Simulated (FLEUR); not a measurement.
Here is a FLEUR MaX-R8.1 (patched build s14) calculation.

inp.xml

```xml
<?xml version="1.0" encoding="UTF-8" standalone="no"?>
<fleurInput fleurInputVersion="0.39">
   <comment>
      SnSe                                                                                                
   </comment>
   <calculationSetup>
      <cutoffs Kmax="4.5" Gmax="22.5" GmaxXC="22.5" numbands="0"/>
      <scfLoop itmax="60" minDistance="0.00001" maxIterBroyd="15" imix="Anderson" alpha="0.05" precondParam="0.0" spinf="2.0"/>
      <coreElectrons ctail="T" frcor="F" kcrel="0" coretail_lmax="0"/>
      <xcFunctional name="pbe" relativisticCorrections="F"/>
      <magnetism jspins="1"/>
      <soc l_soc="F" theta="0.0" phi="0.0" spav="F"/>
      <expertModes spex="0" secvar="F"/>
      <geometryOptimization l_f="F" forcealpha="1.0" forcemix="BFGS" epsdisp="0.00001" epsforce="0.00001"/>
      <ldaU l_linMix="F" mixParam="0.05" spinf="1.0"/>
   </calculationSetup>
   <cell>
      <bzIntegration valenceElectrons="38.0" mode="hist" fermiSmearingEnergy="0.00183747">
         <kPointListSelection listName="default-1"/>
         <!-- k-points included here -->
         <xi:include xmlns:xi="http://www.w3.org/2001/XInclude" href="kpts.xml"> </xi:include>
      </bzIntegration>
      <!-- symmetry operations included here -->
      <xi:include xmlns:xi="http://www.w3.org/2001/XInclude" href="sym.xml"> </xi:include>
      <bulkLattice scale="1.0">
         <bravaisMatrix>
            <row-1>    0.0000000000000000     5.6880756350459993     5.6880756350459993</row-1>
            <row-2>    5.6880756350459993     0.0000000000000000     5.6880756350459993</row-2>
            <row-3>    5.6880756350459993     5.6880756350459993     0.0000000000000000</row-3>
         </bravaisMatrix>
      </bulkLattice>
   </cell>
   <atomSpecies>
      <species name="Tin (Sn)" element="Sn" atomicNumber="50">
         <mtSphere radius="2.66" gridPoints="879" logIncrement="0.015"/>
         <atomicCutoffs lmax="10" lnonsphr="8"/>
         <electronConfig flipSpins="F">
            <coreConfig>(1s1/2) (2s1/2) (2p1/2) (2p3/2) (3s1/2) (3p1/2) (3p3/2) (3d3/2) (3d5/2)</coreConfig>
            <valenceConfig>(4s1/2) (4p1/2) (4p3/2) (5s1/2) (4d3/2) (4d5/2) (5p1/2) (5p3/2)</valenceConfig>
            <stateOccupation state="(5p1/2)" spinUp="0.333333" spinDown="0.333333"/>
            <stateOccupation state="(5p3/2)" spinUp="0.666667" spinDown="0.666667"/>
         </electronConfig>
         <energyParameters s="5" p="5" d="4" f="4"/>
         <lo type="SCLO" l="0" n="4" eDeriv="0"/>
         <lo type="SCLO" l="1" n="4" eDeriv="0"/>
         <lo type="SCLO" l="1" n="4" eDeriv="1"/>
         <lo type="SCLO" l="2" n="4" eDeriv="2"/>
         <lo type="SCLO" l="3" n="4" eDeriv="2"/>
      </species>
      <species name="Selenium (Se)" element="Se" atomicNumber="34">
         <mtSphere radius="2.56" gridPoints="847" logIncrement="0.015"/>
         <atomicCutoffs lmax="10" lnonsphr="8"/>
         <electronConfig flipSpins="F">
            <coreConfig>(1s1/2) (2s1/2) (2p1/2) (2p3/2) (3s1/2) (3p1/2) (3p3/2)</coreConfig>
            <valenceConfig>(3d3/2) (3d5/2) (4s1/2) (4p1/2) (4p3/2)</valenceConfig>
            <stateOccupation state="(4p1/2)" spinUp="0.666667" spinDown="0.666667"/>
            <stateOccupation state="(4p3/2)" spinUp="1.333333" spinDown="1.333333"/>
         </electronConfig>
         <energyParameters s="4" p="4" d="4" f="4"/>
         <lo type="SCLO" l="2" n="3" eDeriv="0"/>
         <lo type="SCLO" l="0" n="4" eDeriv="2"/>
         <lo type="SCLO" l="1" n="4" eDeriv="2"/>
         <lo type="SCLO" l="3" n="4" eDeriv="2"/>
      </species>
   </atomSpecies>
   <atomGroups>
      <atomGroup species="Tin (Sn)">
         <relPos label="                   1">.0000000000 .0000000000 .0000000000</relPos>
         <force calculate="T" relaxXYZ="TTT"/>
      </atomGroup>
      <atomGroup species="Selenium (Se)">
         <relPos label="                   2">1.000/2.000 1.000/2.000 1.000/2.000</relPos>
         <force calculate="T" relaxXYZ="TTT"/>
      </atomGroup>
   </atomGroups>
   <output dos="F" band="F" slice="F">
      <checks vchk="F" cdinf="F"/>
      <bandDOS minEnergy="-.5*Htr" maxEnergy="0.5*Htr" sigma="0.015" storeEVData="T"/>
      <vacuumDOS vacdos="F" integ="F" star="F" nstars="0" locx1="0.0" locy1="0.0" locx2="0.0" locy2="0.0" nstm="0" tworkf="0.0"/>
      <unfoldingBand unfoldBand="F" supercellX="1" supercellY="1" supercellZ="1"/>
      <plotting iplot="0" polar="F">
         <plot TwoD="T" vec1="  1.0  0.0  0.0" vec2="  0.0  1.0  0.0" vec3="  0.0  0.0  1.0" zero="  0.0  0.0  0.0" file="plot"/>
      </plotting>
      <chargeDensitySlicing numkpt="0" minEigenval="0.0" maxEigenval="0.0" nnne="0" pallst="F"/>
      <specialOutput eonly="F"/>
      <magneticCircularDichroism mcd="F" energyLo="-10.0" energyUp="0.0"/>
   </output>
  <!-- We include the file relax.xml here to enable relaxations (see documentation) -->
  <xi:include xmlns:xi="http://www.w3.org/2001/XInclude" href="relax.xml"> <xi:fallback/> </xi:include>
</fleurInput>
```

crystal.txt

```
SnSe
&input cartesian=F /
0.0000000000  3.0100000000  3.0100000000
3.0100000000  0.0000000000  3.0100000000
3.0100000000  3.0100000000  0.0000000000
1.8897261246
1.0 1.0 1.0

2
50 0.0000000000  0.0000000000  0.0000000000
34 0.5000000000  0.5000000000  0.5000000000

&kpt div1=8 div2=8 div3=8 gamma=T /
```

File inp.xml (bands):

```
<?xml version="1.0" encoding="UTF-8" standalone="no"?>
<fleurInput fleurInputVersion="0.39">
   <comment>
      SnSe                                                                                                
   </comment>
   <calculationSetup>
      <cutoffs Kmax="4.5" Gmax="22.5" GmaxXC="22.5" numbands="0"/>
      <scfLoop itmax="60" minDistance="0.00001" maxIterBroyd="15" imix="Anderson" alpha="0.05" precondParam="0.0" spinf="2.0"/>
      <coreElectrons ctail="T" frcor="F" kcrel="0" coretail_lmax="0"/>
      <xcFunctional name="pbe" relativisticCorrections="F"/>
      <magnetism jspins="1"/>
      <soc l_soc="F" theta="0.0" phi="0.0" spav="F"/>
      <expertModes spex="0" secvar="F"/>
      <geometryOptimization l_f="F" forcealpha="1.0" forcemix="BFGS" epsdisp="0.00001" epsforce="0.00001"/>
      <ldaU l_linMix="F" mixParam="0.05" spinf="1.0"/>
   </calculationSetup>
   <cell>
      <bzIntegration valenceElectrons="38.0" mode="hist" fermiSmearingEnergy="0.00183747">
         <kPointListSelection listName="path-1"/>
         <!-- k-points included here -->
         <xi:include xmlns:xi="http://www.w3.org/2001/XInclude" href="kpts.xml"> </xi:include>
      </bzIntegration>
      <!-- symmetry operations included here -->
      <xi:include xmlns:xi="http://www.w3.org/2001/XInclude" href="sym.xml"> </xi:include>
      <bulkLattice scale="1.0">
         <bravaisMatrix>
            <row-1>    0.0000000000000000     5.6880756350459993     5.6880756350459993</row-1>
            <row-2>    5.6880756350459993     0.0000000000000000     5.6880756350459993</row-2>
            <row-3>    5.6880756350459993     5.6880756350459993     0.0000000000000000</row-3>
         </bravaisMatrix>
      </bulkLattice>
   </cell>
   <atomSpecies>
      <species name="Tin (Sn)" element="Sn" atomicNumber="50">
         <mtSphere radius="2.66" gridPoints="879" logIncrement="0.015"/>
         <atomicCutoffs lmax="10" lnonsphr="8"/>
         <electronConfig flipSpins="F">
            <coreConfig>(1s1/2) (2s1/2) (2p1/2) (2p3/2) (3s1/2) (3p1/2) (3p3/2) (3d3/2) (3d5/2)</coreConfig>
            <valenceConfig>(4s1/2) (4p1/2) (4p3/2) (5s1/2) (4d3/2) (4d5/2) (5p1/2) (5p3/2)</valenceConfig>
            <stateOccupation state="(5p1/2)" spinUp="0.333333" spinDown="0.333333"/>
            <stateOccupation state="(5p3/2)" spinUp="0.666667" spinDown="0.666667"/>
         </electronConfig>
         <energyParameters s="5" p="5" d="4" f="4"/>
         <lo type="SCLO" l="0" n="4" eDeriv="0"/>
         <lo type="SCLO" l="1" n="4" eDeriv="0"/>
         <lo type="SCLO" l="1" n="4" eDeriv="1"/>
         <lo type="SCLO" l="2" n="4" eDeriv="2"/>
         <lo type="SCLO" l="3" n="4" eDeriv="2"/>
      </species>
      <species name="Selenium (Se)" element="Se" atomicNumber="34">
         <mtSphere radius="2.56" gridPoints="847" logIncrement="0.015"/>
         <atomicCutoffs lmax="10" lnonsphr="8"/>
         <electronConfig flipSpins="F">
            <coreConfig>(1s1/2) (2s1/2) (2p1/2) (2p3/2) (3s1/2) (3p1/2) (3p3/2)</coreConfig>
            <valenceConfig>(3d3/2) (3d5/2) (4s1/2) (4p1/2) (4p3/2)</valenceConfig>
            <stateOccupation state="(4p1/2)" spinUp="0.666667" spinDown="0.666667"/>
            <stateOccupation state="(4p3/2)" spinUp="1.333333" spinDown="1.333333"/>
         </electronConfig>
         <energyParameters s="4" p="4" d="4" f="4"/>
         <lo type="SCLO" l="2" n="3" eDeriv="0"/>
         <lo type="SCLO" l="0" n="4" eDeriv="2"/>
         <lo type="SCLO" l="1" n="4" eDeriv="2"/>
         <lo type="SCLO" l="3" n="4" eDeriv="2"/>
      </species>
   </atomSpecies>
   <atomGroups>
      <atomGroup species="Tin (Sn)">
         <relPos label="                   1">.0000000000 .0000000000 .0000000000</relPos>
         <force calculate="T" relaxXYZ="TTT"/>
      </atomGroup>
      <atomGroup species="Selenium (Se)">
         <relPos label="                   2">1.000/2.000 1.000/2.000 1.000/2.000</relPos>
         <force calculate="T" relaxXYZ="TTT"/>
      </atomGroup>
   </atomGroups>
   <output dos="F" band="T" slice="F">
      <checks vchk="F" cdinf="F"/>
      <bandDOS minEnergy="-.5*Htr" maxEnergy="0.5*Htr" sigma="0.015" storeEVData="T"/>
      <vacuumDOS vacdos="F" integ="F" star="F" nstars="0" locx1="0.0" locy1="0.0" locx2="0.0" locy2="0.0" nstm="0" tworkf="0.0"/>
      <unfoldingBand unfoldBand="F" supercellX="1" supercellY="1" supercellZ="1"/>
      <plotting iplot="0" polar="F">
         <plot TwoD="T" vec1="  1.0  0.0  0.0" vec2="  0.0  1.0  0.0" vec3="  0.0  0.0  1.0" zero="  0.0  0.0  0.0" file="plot"/>
      </plotting>
      <chargeDensitySlicing numkpt="0" minEigenval="0.0" maxEigenval="0.0" nnne="0" pallst="F"/>
      <specialOutput eonly="F"/>
      <magneticCircularDichroism mcd="F" energyLo="-10.0" energyUp="0.0"/>
   </output>
  <!-- We include the file relax.xml here to enable relaxations (see documentation) -->
  <xi:include xmlns:xi="http://www.w3.org/2001/XInclude" href="relax.xml"> <xi:fallback/> </xi:include>
</fleurInput>
```

Potentials or basis: all-electron, FLAPW.

The run is started by

```bash
$ inpgen -f crystal.txt -profile moderate
$ # inp.xml edited to the form shown
$ fleur
$ fleur   # second run, on inp.xml (bands)
```

Problem. What does it give for the band gap along the path?

Solution. 0.17 eV, direct.

Levels at the corners of the path, in eV from the valence-band top:
| point | band 17 | band 18 | band 19 | band 20 | band 21 | band 22 |
| --- | --- | --- | --- | --- | --- | --- |
| Γ | -2.28 | -2.28 | -2.28 | 4.23 | 4.23 | 4.23 |
| X | -5.56 | -3.73 | -3.73 | 2.94 | 5.26 | 5.26 |
| W | -4.79 | -4.79 | -0.90 | 1.40 | 4.68 | 4.68 |
| K | -5.15 | -3.25 | -2.56 | 3.15 | 3.52 | 5.20 |
| Γ | -2.28 | -2.28 | -2.28 | 4.23 | 4.23 | 4.23 |
| L | -2.04 | -2.04 | -0.09 | 0.49 | 1.16 | 1.16 |
| U | -5.15 | -3.25 | -2.56 | 3.15 | 3.52 | 5.20 |
| W | -4.79 | -4.79 | -0.90 | 1.40 | 4.68 | 4.68 |
| L | -2.04 | -2.04 | -0.09 | 0.49 | 1.16 | 1.16 |
| K | -5.15 | -3.25 | -2.56 | 3.15 | 3.52 | 5.20 |
| U | -5.15 | -3.25 | -2.56 | 3.15 | 3.52 | 5.20 |
| X | -5.56 | -3.73 | -3.73 | 2.94 | 5.26 | 5.26 |

Caveat: spin-orbit coupling is left out, which moves the levels of the heavy elements.
